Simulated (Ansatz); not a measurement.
# MnSi: experiment and calculation

**The experiment to reproduce.**

From “Strain in epitaxial MnSi films on Si(111) in the thick film limit studied by polarization-dependent extended x-ray absorption fine structure”, 2016, arxiv:1611.07736, for a bulk crystal of MnSi at 300 K: lattice constant a 4.556 Å.

How close the calculation comes is told below.

These are results of DFT PBE, scalar-relativistic, plane waves, PAW in Ansatz 0.2.0, not measurements.

Settings: cutoff 420 eV, Γ-centred mesh 8×8×8 on the computed 8-atom cell, Gaussian smearing of 0.10 eV; collinear spin from starting moments 1.09 1.09 1.09 1.09 0 0 0 0 μB.

Relaxed structure, symmetry kept:

```cif
data_structure
_symmetry_space_group_name_H-M 'P 1'
_symmetry_Int_Tables_number 1
_cell_length_a 4.5177
_cell_length_b 4.5177
_cell_length_c 4.5177
_cell_angle_alpha 90.000
_cell_angle_beta 90.000
_cell_angle_gamma 90.000
_cell_volume 92.21
loop_
_atom_site_label
_atom_site_type_symbol
_atom_site_fract_x
_atom_site_fract_y
_atom_site_fract_z
_atom_site_occupancy
Mn1 Mn 0.13641 0.13641 0.13641 1
Mn2 Mn 0.36359 0.86359 0.63641 1
Mn3 Mn 0.63641 0.36359 0.86359 1
Mn4 Mn 0.86359 0.63641 0.36359 1
Si1 Si 0.84519 0.84519 0.84519 1
Si2 Si 0.65481 0.15481 0.34519 1
Si3 Si 0.34519 0.65481 0.15481 1
Si4 Si 0.15481 0.34519 0.65481 1
```

| Item | Value |
| --- | --- |
| Space group | P2_13 (No. 198) |
| Volume per atom | 77.8 bohr³ |
| Formation energy from the elements' standard states (uncorrected) | -0.452 eV/atom |
| Kohn–Sham band gap | none (metal) |
| Density of states at the Fermi level | 3.53 states/eV per cell |
| Löwdin character within 0.5 eV of the Fermi level | Mn 3d 90 % |
| Bulk modulus | 207 GPa |
| Its pressure derivative | 4.0 |
| Bader charges (e) | Mn (4 in the cell) 0.03, Si (4 in the cell) -0.03 |
| Total moment | 3.92 μB per cell |
| Site moments (μB; atoms counted from 1 over the whole cell) | Mn (atom 1) 0.99, Mn (atom 2) 0.99, Mn (atom 3) 0.99, Mn (atom 4) 0.99 |

Only this magnetic start was tried.

Measured lattice constant a of MnSi: 4.556 Å (300 K; quoted in the paper above). This calculation gives 4.518 Å (-0.8 %). 2 values of this kind are on record (4.556 to 4.558 Å); this one was drawn at random among those near their median. The calculation is for 0 K without zero-point motion.

Cost: 6 runs of about 36 core-minutes in all, on Intel Xeon Processor @ 2.50GHz (Skylake/Cascade Lake) (shared hosts).